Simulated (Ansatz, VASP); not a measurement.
## Tl: VASP beside Ansatz

```
Tl
1.0
     3.45073    0.00000    0.00000
    -1.72536    2.98842    0.00000
     0.00000    0.00000    5.53904
Tl
2
Direct
  0.33333 0.66667 0.25000
  0.66667 0.33333 0.75000
```

Alike in both runs: functional PBEsol; k mesh 11 × 11 × 6; occupations fermi-dirac, width 0.05 eV; no spin polarisation.

Ansatz relaxed the structure, and its values are those at the end. VASP's run is a single point on that final structure, the one shown.

|  | VASP | Ansatz |
| --- | --- | --- |
| version | VASP 6.6.1 | Ansatz 0.2.0 |
| potentials or method | VASP PAW PBE potentials, release 64 (Tl_d), cutoff 520 eV | all-electron LAPW, scalar-relativistic |

|  | VASP | Ansatz | Ansatz less VASP |
| --- | --- | --- | --- |
| pressure (GPa) | -0.1 | 0.0 | +0.08 |

Ansatz ran all-electron here, so the differences hold the error of VASP's frozen core and of both bases.

Caveats: the PAW data sets were made with another functional, which shifts forces and pressure a little (VASP). The runs have no spin-orbit coupling, so splittings on Tl are missing.
